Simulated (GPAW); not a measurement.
TiO, 6 atoms in the cell. Symmetry: Pm-3m, No. 221, cubic system. Conventional cell: a = 4.087 Å, b = 4.087 Å, c = 4.087 Å, α = 90.00°, β = 90.00°, γ = 90.00°. Around Ti (site symmetry 4/mmm) lie 4 O at 2.04 Å. O (site symmetry 4/mmm) has 4 Ti at 2.04 Å as nearest neighbours. The cell comes from a database or a generator and needn't be the stable form of this composition.

* Program: GPAW 26.7.0
* Task: relaxation of cell and atoms
* Functional: PBEsol
* Potentials or basis: PAW data sets generated in the run's folder for this functional
* Cutoff: 800 eV
* Basis: pw
* k mesh: 5 × 5 × 5
* Occupations: fermi-dirac, width 0.05 eV
* Spin: no spin polarisation
* Target pressure: 30 GPa
* Maxiter: 150
* Optimizer: BFGS
* Fmax: 0.02 eV/Å
* Max steps: 60
* Target pressure: 30 GPa
* Convergence: density=1e-05 forces=0.0001

Potentials or basis: PAW data sets generated in the run's folder for this functional, pw.

Command:

```bash
$ gpaw-setup -f PBEsol O Ti
$ OMP_NUM_THREADS=1 python run.py
```

Hardware: 1 thread of Arm Neoverse V2 (shared host).

Question: How long does it take, and how much memory?

Answer: It took 2.1 min on 1 thread of Arm Neoverse V2 (shared host), peak memory 0.24 GiB. Counts: scf iterations 51, plane waves 3524, bands 49, k points 10, ion steps 5.
